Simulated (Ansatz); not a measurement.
Relaxation of a periodic cell of 47 atoms, Si16NO30 (host SiO2, host structure C2/c, dopant N, one O atom removed), to a largest force component of 0.03 eV/Å in at most 60 steps.

Computed with DFT PBE, scalar-relativistic, plane waves, PAW in Ansatz 0.2.0. Settings: PAW set soft_1, cutoff 420 eV, k mesh 1x1x2, gaussian smearing 0.05 eV, spin collinear.

```xyz
47
Lattice="0.1074 6.1453 6.1453 0.1074 -6.1453 6.1453 7.0500 0.0000 0.0000" Properties=species:S:1:pos:R:3
Si 4.677 -4.417 6.583
Si 0.772 1.729 2.635
Si 6.113 -1.729 5.708
Si 2.861 -1.729 3.510
Si 3.678 1.139 3.338
Si 5.296 1.139 5.880
Si 7.005 -1.139 2.807
Si 5.494 5.006 6.411
O 1.870 3.073 6.145
O 0.054 3.073 3.073
O 0.962 -4.446 4.609
O 2.778 -1.700 7.682
O 6.858 1.508 5.729
O 2.115 1.508 3.489
O 3.932 4.637 6.562
O 1.517 -1.508 2.656
O 4.247 1.816 2.006
O 1.202 -4.329 7.212
O 6.436 -1.816 4.139
O 2.538 -1.816 5.078
O 6.844 0.462 2.915
N 3.333 -4.637 5.729
O 3.838 -0.462 3.231
O 5.135 -0.462 5.987
Si 1.152 1.729 6.583
Si 4.404 1.729 8.781
Si 2.588 4.417 5.708
Si 6.493 -1.729 9.655
Si 0.260 1.139 9.483
Si 1.771 -5.006 5.880
Si 3.587 -1.139 8.953
Si 1.969 -1.139 6.411
O 5.395 -3.073 6.145
O 3.579 -3.073 3.073
O 4.487 1.700 4.609
O 6.303 4.446 7.682
O 5.748 1.508 9.635
O 0.407 -1.508 6.562
O 5.150 -1.508 8.801
O 0.829 1.816 8.151
O 4.727 1.816 7.212
O 3.018 -1.816 10.285
O 6.063 4.329 5.078
O 3.426 0.462 9.060
O 2.130 0.462 6.303
O 0.421 -0.462 9.376
O 1.610 5.683 5.987
```

Q: Where does it end, and by what steps?

A: The run converged. Limits of this set-up: coarse k mesh, a small cell, in which the defect meets its images, a typed lattice constant that wasn't relaxed here. After 6 steps the energy has fallen by 1.019 eV; O43 moved furthest, 0.40 Å. Joined: Si1–Si8 (2.99 → 2.50 Å).

```json
{"step": "0", "energy less start (eV)": "0.0000", "largest force component (eV/Å)": "1.637", "accepted": "yes"}
{"step": "1", "energy less start (eV)": "-0.4762", "largest force component (eV/Å)": "1.252", "accepted": "yes"}
{"step": "2", "energy less start (eV)": "-0.8840", "largest force component (eV/Å)": "0.662", "accepted": "yes"}
{"step": "3", "energy less start (eV)": "-0.9979", "largest force component (eV/Å)": "0.283", "accepted": "yes"}
{"step": "4", "energy less start (eV)": "-1.0147", "largest force component (eV/Å)": "0.184", "accepted": "yes"}
{"step": "5", "energy less start (eV)": "-1.0191", "largest force component (eV/Å)": "0.044", "accepted": "yes"}
{"step": "6", "energy less start (eV)": "-1.0194", "largest force component (eV/Å)": "0.012", "accepted": "yes"}
```

```xyz
47
Lattice="0.1074 6.1453 6.1453 0.1074 -6.1453 6.1453 7.0500 0.0000 0.0000" Properties=species:S:1:pos:R:3
Si 4.752 -4.567 6.602
Si 0.765 1.771 2.695
Si 6.123 -1.822 5.678
Si 2.855 -1.726 3.482
Si 3.737 1.135 3.354
Si 5.298 1.047 5.910
Si 6.991 -1.075 2.812
Si 5.355 5.305 6.420
O 1.845 3.045 6.096
O 0.085 3.126 3.226
O 0.888 -4.418 4.649
O 2.780 -1.806 7.669
O 6.868 1.412 5.736
O 2.174 1.541 3.453
O 3.881 4.635 6.615
O 1.511 -1.443 2.616
O 4.432 1.809 2.061
O 1.079 -4.361 7.228
O 6.419 -1.898 4.080
O 2.531 -1.858 5.064
O 6.834 0.524 3.069
N 3.382 -4.701 5.655
O 3.879 -0.483 3.240
O 5.096 -0.577 5.957
Si 1.151 1.705 6.602
Si 4.372 1.676 8.814
Si 2.568 4.405 5.691
Si 6.502 -1.620 9.630
Si 0.252 1.174 9.474
Si 1.741 -5.023 5.892
Si 3.595 -1.179 8.922
Si 1.978 -1.169 6.414
O 5.572 -3.257 6.131
O 3.545 -3.092 3.033
O 4.486 1.693 4.671
O 6.279 4.697 7.614
O 5.711 1.425 9.699
O 0.405 -1.518 6.549
O 5.175 -1.496 8.705
O 0.789 1.946 8.165
O 4.776 1.760 7.251
O 3.080 -1.874 10.278
O 5.971 4.717 5.038
O 3.352 0.427 9.023
O 2.169 0.450 6.374
O 0.497 -0.425 9.255
O 1.543 5.648 5.935
```

Whether the end is a true minimum wasn't checked by a vibrational analysis.

Time of the run: 72 s on 4 threads of Arm Neoverse V1, on a shared host, peak memory 1.8 GiB.
